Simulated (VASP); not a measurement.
# From VASP inputs to Ansatz: BeTe (strained zincblende)

INCAR

```
LASPH = .TRUE.
NBANDS = 11
IBRION = -1
ISMEAR = 0
ALGO = Normal
SIGMA = 0.01
NSW = 0
PREC = Accurate
EDIFF = 1E-7
LCHARG = .FALSE.
NELM = 120
LWAVE = .FALSE.
METAGGA = R2SCAN
LREAL = .FALSE.
ISIF = 2
ENCUT = 520
```

KPOINTS

```
KPOINTS created by Atomic Simulation Environment
0
Gamma
8 8 8
0 0 0
```

KPOINTS_OPT

```
special points
7
Reciprocal
0.0000000000 0.0000000000 0.0000000000 1
-0.5000000000 -0.5000000000 0.0000000000 1
-0.3750000000 -0.3750000000 0.2500000000 1
-0.3750000000 0.0000000000 0.3750000000 1
0.0000000000 0.0000000000 0.5000000000 1
-0.5000000000 -0.2500000000 0.2500000000 1
0.0000000000 0.5000000000 0.5000000000 1
```

POSCAR

```
Be Te
 1.0000000000000000
     0.0000000000000000    2.7720511529000000    2.8705193947000001
     2.7720511529000000    0.0000000000000000    2.8705193947000001
     2.7720511529000000    2.7720511529000000    0.0000000000000000
 Be  Te
   1   1
Cartesian
  0.0000000000000000  0.0000000000000000  0.0000000000000000
  1.3860255764500000  1.3860255764500000  1.4352596973500000
```

VASP ran with the recommended PBE PAW datasets (8 valence electrons in the cell).

Q: Write an Ansatz input for this cell and level of theory.

A: 

```yaml
crystal:
  lattice:
    - [0.0, 2.7720511529, 2.8705193947]
    - [2.7720511529, 0.0, 2.8705193947]
    - [2.7720511529, 2.7720511529, 0.0]
  atoms:
    - { symbol: Be, position: [0.0, 0.0, 0.0] }
    - { symbol: Te, position: [0.25, 0.25, 0.25] }
kpoints:
  mp_grid: { grid: [8, 8, 8] }
  band_path:
    path:
      - [0.0, 0.0, 0.0]
      - [-0.5, -0.5, 0.0]
      - [-0.375, -0.375, 0.25]
      - [-0.375, 0.0, 0.375]
      - [0.0, 0.0, 0.5]
      - [-0.5, -0.25, 0.25]
      - [0.0, 0.5, 0.5]
    npoints: 1
hamiltonian:
  xc: r2scan
scf:
  occupations: { method: fixed }
  n_extra_bands: 4
output:
  forces: true
  stress: true
  eigenvalues: true
```

Other inputs would serve too.

```json
{"": "gap between bands v and c", "VASP": "2.15 eV", "Ansatz": "2.16 eV"}
{"": "least direct gap", "VASP": "3.92 eV", "Ansatz": "3.93 eV"}
{"": "pressure", "VASP": "1.8 GPa", "Ansatz": "1.6 GPa"}
```

Each program uses its own PAW datasets. VASP's cell holds 8 valence electrons and Ansatz's 18. Ansatz's stress includes a Pulay correction; VASP's doesn't.
